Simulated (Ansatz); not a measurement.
Lattice vibrations of MgO at Γ at 4 GPa

Theory: Ansatz, DFT PBE, scalar-relativistic, plane waves, PAW. Plane waves to 420 eV; Γ-centred k mesh 10×10×10; fixed occupations. No spin polarisation. Phonons by linear response, acoustic sum rule imposed.

The cell, relaxed at 4 GPa:
```
CELL_PARAMETERS angstrom
0.00000 2.10893 2.10893
2.10893 0.00000 2.10893
2.10893 2.10893 0.00000
ATOMIC_POSITIONS crystal
Mg 0.00000 0.00000 0.00000
O 0.50000 0.50000 0.50000
```

Question: Give the high-frequency dielectric tensor ε∞.

Answer:
```
3.21 0.00 0.00
0.00 3.21 0.00
0.00 0.00 3.21
```

Question: Give the Born effective charges.

Answer:
```json
{"atom": "Mg (atom 1)", "Z*xx": "1.99", "Z*yy": "1.99", "Z*zz": "1.99", "mean": "1.99"}
{"atom": "O (atom 2)", "Z*xx": "-1.99", "Z*yy": "-1.99", "Z*zz": "-1.99", "mean": "-1.99"}
```

Question: How large is the static dielectric tensor with the ions free to move, and what share of it is ionic?

Answer:
```
10.3  0.0  0.0
 0.0 10.3  0.0
 0.0  0.0 10.3
```
The ions give 69 % of its trace.

Cost: 1 run of about 0.2 core-minutes, on Arm Neoverse V1 (shared hosts).